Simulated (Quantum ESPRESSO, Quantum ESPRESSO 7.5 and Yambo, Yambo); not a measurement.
# Quasiparticle gap of CdSe (F-43m) in Yambo

Wanted: ground state, empty states, screening and self-energy for CdSe (F-43m).

Main program and level: Quantum ESPRESSO 7.5 and Yambo 5.3.0; PBE and many-body steps on it, plane waves.

**Experimental background.**

- Gap 1.69 ± 0.02 eV: direct gap from (alpha E)^2 extrapolation; spectroscopic ellipsometry; 300 K; film (fully relaxed MBE film, 304 nm) on GaAs(100) (“Band gap bowing of binary alloys: Experimental results compared to theoretical tight-binding supercell calculations for CdZnSe”, 2010, arxiv:1007.2297).

## (1) The structure

Symmetry: F-43m, No. 216, cubic system. Conventional cell: a = 6.050 Å, b = 6.050 Å, c = 6.050 Å, α = 90.00°, β = 90.00°, γ = 90.00°. Nearest to Cd lie 4 Se at 2.62 Å. Nearest to Se lie 4 Cd at 2.62 Å. Farther neighbours and most contacts between anions are not listed.

The lattice is a measured one from papers, the positions are the Materials Project's; both are kept fixed.

## (2) Ground state

This step: Quantum ESPRESSO 7.5; DFT, PBE, plane waves, norm-conserving pseudopotentials.

The ground-state density comes first.

pw.in

```
&control
  calculation = 'scf'
  prefix = 'x'
  outdir = 'o'
  pseudo_dir = 'pseudo'
/
&system
  ibrav = 0
  nat = 2
  ntyp = 2
  ecutwfc = 104.0
  nbnd = 27
  force_symmorphic = .true.
/
&electrons
  conv_thr = 1e-10
  electron_maxstep = 80
  mixing_beta = 0.5
/
ATOMIC_SPECIES
  Cd 112.41 Cd.upf
  Se 78.971 Se.upf
CELL_PARAMETERS angstrom
  0.0000000000 3.0250000000 3.0250000000
  3.0250000000 0.0000000000 3.0250000000
  3.0250000000 3.0250000000 0.0000000000
ATOMIC_POSITIONS crystal
  Cd 0.0000000000 0.0000000000 0.0000000000
  Se 0.7500000000 0.7500000000 0.7500000000
K_POINTS automatic
  6 6 6 0 0 0
```

The run is started by

```bash
$ OMP_NUM_THREADS=1 mpirun -n 4 pw.x -nk 4 -in pw.in > pw.out
```

The log of the run:

```text
Program PWSCF v.7.5 starts

     This program is part of the open-source Quantum ESPRESSO suite
     for quantum simulation of materials; please cite
         "P. Giannozzi et al., J. Phys.:Condens. Matter 21 395502 (2009);
         "P. Giannozzi et al., J. Phys.:Condens. Matter 29 465901 (2017);
         "P. Giannozzi et al., J. Chem. Phys. 152 154105 (2020);
     in publications or presentations arising from this work. More details at
     Message from routine setup:
     using ibrav=0 with symmetry is DISCOURAGED, use correct ibrav instead

     G-vector sticks info

     bravais-lattice index     =            0
     lattice parameter (alat)  =       8.0842  a.u.
     unit-cell volume          =     373.5964 (a.u.)^3
     number of atoms/cell      =            2
     number of atomic types    =            2
     number of electrons       =        44.00
     number of Kohn-Sham states=           27
     kinetic-energy cutoff     =     104.0000  Ry
     charge density cutoff     =     416.0000  Ry
     scf convergence threshold =      1.0E-10
     mixing beta               =       0.5000
     number of iterations used =            8  plain     mixing
     Exchange-correlation= PBE
                           (   1   4   3   4   0   0   0)

     celldm(1)=   8.084241  celldm(2)=   0.000000  celldm(3)=   0.000000
     celldm(4)=   0.000000  celldm(5)=   0.000000  celldm(6)=   0.000000

     crystal axes: (cart. coord. in units of alat)
               a(1) = (   0.000000   0.707107   0.707107 )
               a(2) = (   0.707107   0.000000   0.707107 )
               a(3) = (   0.707107   0.707107   0.000000 )

     reciprocal axes: (cart. coord. in units 2 pi/alat)
               b(1) = ( -0.707107  0.707107  0.707107 )
               b(2) = (  0.707107 -0.707107  0.707107 )
               b(3) = (  0.707107  0.707107 -0.707107 )
     Pseudo is Norm-conserving + core correction, Zval = 20.0
     Generated using ONCVPSP code by D. R. Hamann
     Using radial grid of 1368 points,  6 beta functions with:
     Pseudo is Norm-conserving + core correction, Zval = 24.0
     Generated using ONCVPSP code by D. R. Hamann
     Using radial grid of 1214 points,  6 beta functions with:
     Cd               20.00   112.41000     Cd( 1.00)
     Se               24.00    78.97100     Se( 1.00)

     24 Sym. Ops. (no inversion) found

   Cartesian axes

     site n.     atom                  positions (alat units)
         1        Cd     tau(   1) = (   0.0000000   0.0000000   0.0000000  )
         2        Se     tau(   2) = (   1.0606602   1.0606602   1.0606602  )

     number of k points=    16
                       cart. coord. in units 2pi/alat
        k(    1) = (   0.0000000   0.0000000   0.0000000), wk =   0.0092593
        k(    2) = (   0.1178511   0.1178511  -0.1178511), wk =   0.0740741
        k(    3) = (   0.2357023   0.2357023  -0.2357023), wk =   0.0740741
        k(    4) = (  -0.3535534  -0.3535534   0.3535534), wk =   0.0370370
        k(    5) = (   0.2357023   0.0000000  -0.0000000), wk =   0.0555556
        k(    6) = (   0.3535534   0.1178511  -0.1178511), wk =   0.2222222
        k(    7) = (  -0.2357023  -0.4714045   0.4714045), wk =   0.2222222
        k(    8) = (  -0.1178511  -0.3535534   0.3535534), wk =   0.2222222
        k(    9) = (   0.0000000  -0.2357023   0.2357023), wk =   0.1111111
        k(   10) = (   0.4714045   0.0000000  -0.0000000), wk =   0.0555556
     [... 4 further rows ...]
        k(   15) = (  -0.1178511  -0.3535534   0.5892557), wk =   0.2222222
        k(   16) = (  -0.7071068   0.2357023   0.0000000), wk =   0.1111111

     Dense  grid:    53497 G-vectors     FFT dimensions: (  54,  54,  54)

     Initial potential from superposition of free atoms

     starting charge      43.9997, renormalised to      44.0000
     Starting wfcs are   23 randomized atomic wfcs +    4 random wfcs

     per-process dynamical memory:    44.7 Mb

     Self-consistent Calculation

     iteration #  1     ecut=   104.00 Ry     beta= 0.50

     Threshold (ethr) on eigenvalues was too large:
     Diagonalizing with lowered threshold

     total energy              =   -1027.25810268 Ry
     estimated scf accuracy    <       0.08484266 Ry

     iteration #  2     ecut=   104.00 Ry     beta= 0.50

     total energy              =   -1027.27848738 Ry
     estimated scf accuracy    <       0.00829394 Ry

     iteration #  3     ecut=   104.00 Ry     beta= 0.50

     total energy              =   -1027.27978330 Ry
     estimated scf accuracy    <       0.00089064 Ry

     iteration #  4     ecut=   104.00 Ry     beta= 0.50

     total energy              =   -1027.27986490 Ry
     estimated scf accuracy    <       0.00004856 Ry

     iteration #  5     ecut=   104.00 Ry     beta= 0.50

     total energy              =   -1027.27986949 Ry
     estimated scf accuracy    <       0.00000467 Ry

     iteration #  6     ecut=   104.00 Ry     beta= 0.50

     total energy              =   -1027.27987037 Ry
     estimated scf accuracy    <       0.00000021 Ry

     iteration #  7     ecut=   104.00 Ry     beta= 0.50

     total energy              =   -1027.27987041 Ry
     estimated scf accuracy    <       0.00000010 Ry

     iteration #  8     ecut=   104.00 Ry     beta= 0.50

     total energy              =   -1027.27987042 Ry
     estimated scf accuracy    <          1.4E-09 Ry

     iteration #  9     ecut=   104.00 Ry     beta= 0.50

     total energy              =   -1027.27987042 Ry
     estimated scf accuracy    <          8.5E-10 Ry

     iteration # 10     ecut=   104.00 Ry     beta= 0.50

     End of self-consistent calculation

          k = 0.0000 0.0000 0.0000 (  6735 PWs)   bands (ev):

  -198.7238-138.2020-138.2020-138.2020 -93.3811 -54.4431 -54.4431 -54.4431
   -38.3758 -38.3758 -38.3758 -38.3721 -38.3721  -4.3449   0.3513   0.3513
     0.3513   0.7425   0.7425   8.3376   8.3376   8.3376   8.9804  14.2838
    14.2838  14.2838  18.2020

          k = 0.1179 0.1179-0.1179 (  6657 PWs)   bands (ev):

  -198.7238-138.2020-138.2020-138.2020 -93.3811 -54.4431 -54.4431 -54.4431
   -38.3758 -38.3758 -38.3758 -38.3721 -38.3721  -4.2492   0.3814   0.3814
     0.4409   0.7415   0.7415   6.6175   8.1214   8.1214  10.2871  14.0576
    14.6139  14.6139  18.5041

          k = 0.2357 0.2357-0.2357 (  6724 PWs)   bands (ev):

  -198.7238-138.2020-138.2020-138.2020 -93.3811 -54.4433 -54.4431 -54.4431
   -38.3759 -38.3758 -38.3758 -38.3720 -38.3720  -4.0548   0.4314   0.4314
     0.7529   0.7529   0.7530   4.7606   7.7397   7.7397  10.7755  14.8624
    14.8624  14.9469  18.2155

          k =-0.3536-0.3536 0.3536 (  6658 PWs)   bands (ev):

     [... further k-points ...]

     highest occupied, lowest unoccupied level (ev):     8.3376    8.9804

!    total energy              =   -1027.27987042 Ry
     estimated scf accuracy    <          6.4E-11 Ry

     The total energy is the sum of the following terms:
     one-electron contribution =    -880.94886381 Ry
     hartree contribution      =     418.60470941 Ry
     xc contribution           =    -106.19733478 Ry
     ewald contribution        =    -458.73838124 Ry

     convergence has been achieved in  10 iterations

     XML data file, charge density, pseudopotentials, collected wavefunctions

=------------------------------------------------------------------------------=
   JOB DONE.
=------------------------------------------------------------------------------=
```

It took 19 s on 4 MPI ranks of Arm Neoverse V1, shared host; peak memory 0.37 GiB; 74 s of CPU time.

Numbers from this step:

```yaml
total_energy: -13976.8547 eV
gap: 0.6427 eV
k_of_the_valence_top: 0, 0, 0
k_of_the_conduction_bottom: 0, 0, 0
least_direct_gap: 0.6427 eV
```

The gap is direct, at Γ.

## (3) Bands along the symmetry lines

Levels along a band path, at the cheap level, show where the edges lie and whether the meshes to come will hold them.

pw.in

```
&control
  calculation = 'bands'
  prefix = 'x'
  outdir = 'o'
  pseudo_dir = 'pseudo'
/
&system
  ibrav = 0
  nat = 2
  ntyp = 2
  ecutwfc = 104.0
  nbnd = 28
  force_symmorphic = .true.
/
&electrons
  conv_thr = 1e-9
  electron_maxstep = 80
  diago_full_acc = .true.
  diago_thr_init = 5e-6
/
ATOMIC_SPECIES
  Cd 112.41 Cd.upf
  Se 78.971 Se.upf
CELL_PARAMETERS angstrom
  0.0000000000 3.0250000000 3.0250000000
  3.0250000000 0.0000000000 3.0250000000
  3.0250000000 3.0250000000 0.0000000000
ATOMIC_POSITIONS crystal
  Cd 0.0000000000 0.0000000000 0.0000000000
  Se 0.7500000000 0.7500000000 0.7500000000
K_POINTS crystal
  50
  0.00000000 0.00000000 0.00000000 1
  -0.06250000 -0.06250000 0.00000000 1
  -0.12500000 -0.12500000 0.00000000 1
  -0.18750000 -0.18750000 0.00000000 1
  -0.25000000 -0.25000000 0.00000000 1
  -0.31250000 -0.31250000 0.00000000 1
  -0.37500000 -0.37500000 0.00000000 1
  -0.43750000 -0.43750000 0.00000000 1
  -0.50000000 -0.50000000 0.00000000 1
  -0.48437500 -0.48437500 0.03125000 1
  -0.46875000 -0.46875000 0.06250000 1
  -0.45312500 -0.45312500 0.09375000 1
  -0.43750000 -0.43750000 0.12500000 1
  -0.42187500 -0.42187500 0.15625000 1
  -0.40625000 -0.40625000 0.18750000 1
  -0.39062500 -0.39062500 0.21875000 1
  -0.37500000 -0.37500000 0.25000000 1
  -0.37500000 0.00000000 0.37500000 1
  -0.32812500 0.00000000 0.32812500 1
  -0.28125000 0.00000000 0.28125000 1
  -0.23437500 0.00000000 0.23437500 1
  -0.18750000 0.00000000 0.18750000 1
  -0.14062500 0.00000000 0.14062500 1
  -0.09375000 0.00000000 0.09375000 1
  -0.04687500 0.00000000 0.04687500 1
  0.00000000 0.00000000 0.00000000 1
  0.00000000 0.00000000 0.06250000 1
  0.00000000 0.00000000 0.12500000 1
  0.00000000 0.00000000 0.18750000 1
  0.00000000 0.00000000 0.25000000 1
  0.00000000 0.00000000 0.31250000 1
  0.00000000 0.00000000 0.37500000 1
  0.00000000 0.00000000 0.43750000 1
  -0.00000000 -0.00000000 0.50000000 1
  -0.06250000 -0.03125000 0.46875000 1
  -0.12500000 -0.06250000 0.43750000 1
  -0.18750000 -0.09375000 0.40625000 1
  -0.25000000 -0.12500000 0.37500000 1
  -0.31250000 -0.15625000 0.34375000 1
  -0.37500000 -0.18750000 0.31250000 1
  -0.43750000 -0.21875000 0.28125000 1
  -0.50000000 -0.25000000 0.25000000 1
  -0.50000000 -0.28125000 0.21875000 1
  -0.50000000 -0.31250000 0.18750000 1
  -0.50000000 -0.34375000 0.15625000 1
  -0.50000000 -0.37500000 0.12500000 1
  -0.50000000 -0.40625000 0.09375000 1
  -0.50000000 -0.43750000 0.06250000 1
  -0.50000000 -0.46875000 0.03125000 1
  -0.50000000 -0.50000000 0.00000000 1
```

The log of the run:

```text
[banner, memory and clock lines left out]
Program PWSCF v.7.5 starts

     Atomic positions and unit cell read from directory:
     o/x.save/

     Message from routine setup:
     using ibrav=0 with symmetry is DISCOURAGED, use correct ibrav instead

     G-vector sticks info

     bravais-lattice index     =            0
     lattice parameter (alat)  =       8.0842  a.u.
     unit-cell volume          =     373.5964 (a.u.)^3
     number of atoms/cell      =            2
     number of atomic types    =            2
     number of electrons       =        44.00
     number of Kohn-Sham states=           28
     kinetic-energy cutoff     =     104.0000  Ry
     charge density cutoff     =     416.0000  Ry
     Exchange-correlation= PBE
                           (   1   4   3   4   0   0   0)

     celldm(1)=   8.084241  celldm(2)=   0.000000  celldm(3)=   0.000000
     celldm(4)=   0.000000  celldm(5)=   0.000000  celldm(6)=   0.000000

     crystal axes: (cart. coord. in units of alat)
               a(1) = (   0.000000   0.707107   0.707107 )
               a(2) = (   0.707107   0.000000   0.707107 )
               a(3) = (   0.707107   0.707107   0.000000 )

     reciprocal axes: (cart. coord. in units 2 pi/alat)
               b(1) = ( -0.707107  0.707107  0.707107 )
               b(2) = (  0.707107 -0.707107  0.707107 )
               b(3) = (  0.707107  0.707107 -0.707107 )
     Pseudo is Norm-conserving + core correction, Zval = 20.0
     Generated using ONCVPSP code by D. R. Hamann
     Using radial grid of 1368 points,  6 beta functions with:
     Pseudo is Norm-conserving + core correction, Zval = 24.0
     Generated using ONCVPSP code by D. R. Hamann
     Using radial grid of 1214 points,  6 beta functions with:
     Cd               20.00   112.41000     Cd( 1.00)
     Se               24.00    78.97100     Se( 1.00)

     24 Sym. Ops. (no inversion) found

   Cartesian axes

     site n.     atom                  positions (alat units)
         1        Cd     tau(   1) = (   0.0000000   0.0000000   0.0000000  )
         2        Se     tau(   2) = (   1.0606602   1.0606602   1.0606602  )

     number of k points=    50
                       cart. coord. in units 2pi/alat
        k(    1) = (   0.0000000   0.0000000   0.0000000), wk =   0.0400000
        k(    2) = (   0.0000000   0.0000000  -0.0883883), wk =   0.0400000
        k(    3) = (   0.0000000   0.0000000  -0.1767767), wk =   0.0400000
[...]
[... 38 further rows ...]
        k(   49) = (   0.0441942  -0.0000000  -0.7071068), wk =   0.0400000
        k(   50) = (   0.0000000   0.0000000  -0.7071068), wk =   0.0400000

     Dense  grid:    53497 G-vectors     FFT dimensions: (  54,  54,  54)

     The potential is recalculated from file :
     o/x.save/charge-density

     Starting wfcs are   23 randomized atomic wfcs +    5 random wfcs

     Band Structure Calculation

     End of band structure calculation

          k = 0.0000 0.0000 0.0000 (  6735 PWs)   bands (ev):

  -198.7240-138.2021-138.2021-138.2021 -93.3810 -54.4430 -54.4430 -54.4430
   -38.3759 -38.3759 -38.3759 -38.3722 -38.3722  -4.3449   0.3513   0.3513
     0.3513   0.7425   0.7425   8.3376   8.3376   8.3376   8.9804  14.2838
    14.2838  14.2838  18.2021  19.5140

          k = 0.0000 0.0000-0.0884 (  6703 PWs)   bands (ev):

  -198.7240-138.2021-138.2021-138.2021 -93.3810 -54.4431 -54.4430 -54.4430
   -38.3759 -38.3759 -38.3759 -38.3722 -38.3722  -4.3256   0.3603   0.3603
[...]
14.4178  14.4178  18.4806  18.7428

          k = 0.0000 0.0000-0.1768 (  6667 PWs)   bands (ev):

  -198.7240-138.2021-138.2021-138.2021 -93.3810 -54.4431 -54.4431 -54.4431
[...]
14.7920  14.7920  17.5571  19.4345

          k =-0.0000 0.0000-0.2652 (  6679 PWs)   bands (ev):

[...]
k = 0.0000 0.0000-0.3536 (  6715 PWs)   bands (ev):

[...]
k = 0.0000-0.0000-0.4419 (  6698 PWs)   bands (ev):

[...]
k =-0.0000 0.0000-0.5303 (  6686 PWs)   bands (ev):

[...]
k = 0.0000-0.0000-0.6187 (  6710 PWs)   bands (ev):

[...]
k = 0.5303-0.0000-0.5303 (  6713 PWs)   bands (ev):

[...]
k = 0.0000 0.0000 0.0000 (  6735 PWs)   bands (ev):

[...]
k = 0.1326 0.0000-0.7071 (  6698 PWs)   bands (ev):

[...]
k = 0.0884-0.0000-0.7071 (  6702 PWs)   bands (ev):

[...]
k = 0.0442-0.0000-0.7071 (  6728 PWs)   bands (ev):

  -198.7240-138.2021-138.2021-138.2021 -93.3810 -54.4433 -54.4432 -54.4432
[...]
17.4583  18.4621  18.6722  20.7749

          k = 0.0000 0.0000-0.7071 (  6710 PWs)   bands (ev):

  -198.7240-138.2021-138.2021-138.2021 -93.3810 -54.4433 -54.4432 -54.4432
   -38.3761 -38.3759 -38.3759 -38.3722 -38.3721  -3.8344   0.5465   0.6254
     0.6254   0.8038   1.1170   4.1894   6.4334   6.4334  11.4600  12.1219
    17.5115  18.6566  18.6566  20.6934

     XML data file, pseudopotentials, collected wavefunctions
```

Elapsed: 12 s, on 4 MPI ranks; peak memory 0.29 GiB; 49 s of CPU time.

This step gave:

```yaml
gap: 0.6427 eV
k_of_the_valence_top: 0, 0, 0
k_of_the_conduction_bottom: 0, 0, 0
least_direct_gap: 0.6427 eV
```

The gap is 0.643 eV, as in the run before at this level.

The electronic bands at the labelled points (eV, zero at the top of the highest filled band):

```csv
point,band 19,band 20,band 21,band 22,band 23,band 24,band 25,band 26
Γ,-7.60,0.00,0.00,0.00,0.64,5.95,5.95,5.95
halfway,-7.56,-2.59,-1.06,-1.06,3.34,4.22,7.69,7.69
X,-7.22,-4.15,-1.90,-1.90,3.12,3.78,9.17,10.32
halfway,-7.18,-4.13,-2.19,-1.81,3.40,4.17,8.82,9.66
U,-7.13,-4.09,-2.59,-1.56,3.72,5.20,8.31,8.65
jump to K,-7.13,-4.09,-2.59,-1.56,3.72,5.20,8.31,8.65
halfway,-7.55,-2.98,-1.44,-0.44,3.22,5.71,6.36,6.68
Γ,-7.60,0.00,0.00,0.00,0.64,5.95,5.95,5.95
halfway,-7.59,-2.70,-0.41,-0.41,2.33,5.99,6.47,6.47
L,-7.29,-4.48,-0.77,-0.77,2.42,6.46,6.46,7.46
halfway,-7.20,-4.22,-2.03,-1.26,3.91,5.46,6.88,8.06
W,-7.09,-4.06,-2.29,-2.27,5.11,5.22,6.51,7.61
halfway,-7.15,-4.11,-2.10,-2.10,3.87,4.35,8.45,8.47
X,-7.22,-4.15,-1.90,-1.90,3.12,3.78,9.17,10.32
```

(Part 1 of 3 ends here.)

[Paths, hosts, dates, memory and timing lines, banners, echoed tables and standing remarks are left out of the program output.]

[Logs are printed without paths, hosts, clocks, repeated set-up lines and the standing remarks that a program may print on its own settings, such as how far it seeks lower states.]

[Runs of the session that timed out or met a known fault of the program may be left out.]

[Hosts, paths, dates, database ids (printed as entryN), source tags and the programs' standing remarks are cut or masked in the printed files.]
